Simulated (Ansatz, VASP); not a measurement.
**Two plane-wave programs on Pd**

POSCAR

```
Pd
1.0
    2.5886192817      0.0000000000      0.0000000000
    0.0000000000      2.5886192817      0.0000000000
    0.0000000000      0.0000000000      2.5886192817
Pd
1
Direct
    0.0000000000      0.0000000000      0.0000000000
```

The input INCAR.step1:

```
SYSTEM = Pd
PREC = Accurate
ENCUT = 520
ISMEAR = -1
SIGMA = 0.1
LREAL = .False.
LASPH = .True.
NELM = 100
NBANDS = 11
GGA = PE
ALGO = Normal
EDIFF = 1E-4
LWAVE = .True.
LCHARG = .False.
```

The input INCAR.step2:

```
SYSTEM = Pd
PREC = Accurate
ENCUT = 520
EDIFF = 1E-6
ISMEAR = -1
SIGMA = 0.1
LREAL = .False.
LASPH = .True.
NELM = 100
ALGO = Normal
ISIF = 2
LWAVE = .False.
LCHARG = .True.
METAGGA = R2SCAN
LMIXTAU = .True.
LELF = .True.
LVHAR = .True.
NBANDS = 11
ISTART = 1
```

Contents of KPOINTS:

```
Automatic mesh
0
Gamma
  14 14 14
  0 0 0
```

Input for Ansatz:

```yaml
crystal:
  lattice:
    - [2.5886192817, 0.0, 0.0]
    - [0.0, 2.5886192817, 0.0]
    - [0.0, 0.0, 2.5886192817]
  atoms:
    - { symbol: Pd, position: [0.0, 0.0, 0.0] }
hamiltonian:
  xc: r2scan
  pseudopotentials:
    kind: paw
    azcp:
      Pd: "pseudopotentials/Pd.paw.azcp"
basis:
  ecutwfc: 500
  fft_grid_basis: typed
kpoints:
  mp_grid: { grid: [14, 14, 14], shift: [0, 0, 0] }
magnetization:
  spin_polarized: false
scf:
  occupations: { method: fermi_dirac, width: 0.1 }
  lower_state_search: "off"
output:
  stress: true
```

Alike in both runs: task single point; functional r2SCAN; k mesh 14 × 14 × 14; occupations fermi-dirac, width 0.1 eV; no spin polarisation.

|  | VASP | Ansatz |
| --- | --- | --- |
| version | VASP 6.6.1 | Ansatz 0.2.0 |
| potentials or method | VASP PAW PBE potentials, release 64 (Pd) | plane waves (500 eV) with PAW, scalar-relativistic |
| plane-wave cutoff (eV) | 520 | 500 |
| valence electrons in the cell | 10 | 18 |

|  | VASP | Ansatz | Ansatz less VASP |
| --- | --- | --- | --- |
| pressure (GPa) | 0.5 | 0.1 | -0.48 |

The two sets of potentials don't hold the same shells in valence.

Caveats: the PAW data sets were made with another functional, which shifts forces and pressure a little (VASP).
